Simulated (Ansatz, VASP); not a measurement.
# Mg2H3 in VASP and in Ansatz

```xyz
10
Lattice="2.6898 1.5530 4.1738 -2.6898 1.5530 4.1738 0.0000 -3.1059 4.1738" Properties=species:S:1:pos:R:3 pbc="T T T"
Mg    0.0000    0.0000   10.8786
Mg    0.0000    0.0000    7.9036
Mg    0.0000    0.0000    1.6429
Mg    0.0000    0.0000    4.6179
H    -1.2050   -1.5530    5.2173
H     1.9474   -0.2671    5.2173
H    -0.7424    1.8201    5.2173
H     1.2050    1.5530    7.3042
H    -1.9474    0.2671    7.3042
H     0.7424   -1.8201    7.3042
```

Alike in both runs: functional PBE; k mesh 12 × 12 × 12; occupations gaussian, width 0.1 eV; no spin polarisation.

Ansatz relaxed the structure, and its values are those at the end. VASP's run is a single point on that final structure, the one shown.

|  | VASP | Ansatz |
| --- | --- | --- |
| version | VASP 6.6.1 | Ansatz 0.2.0 |
| potentials or method | VASP PAW PBE potentials, release 64 (Mg, H) | scalar-relativistic, plane waves, PAW |
| plane-wave cutoff (eV) | 520 | 420 |
| valence electrons in the cell | 14 | 46 |

```tsv
	VASP	Ansatz	Ansatz less VASP
gap on the k mesh at the Fermi level (eV)	none	none	-
pressure (GPa)	-0.3	0.0	+0.29
```

A gap of «none» marks a metal or a gap that the smearing closes. The functional is the same, so the differences come from potentials, cutoffs and numerics. The two sets of potentials don't hold the same shells in valence.
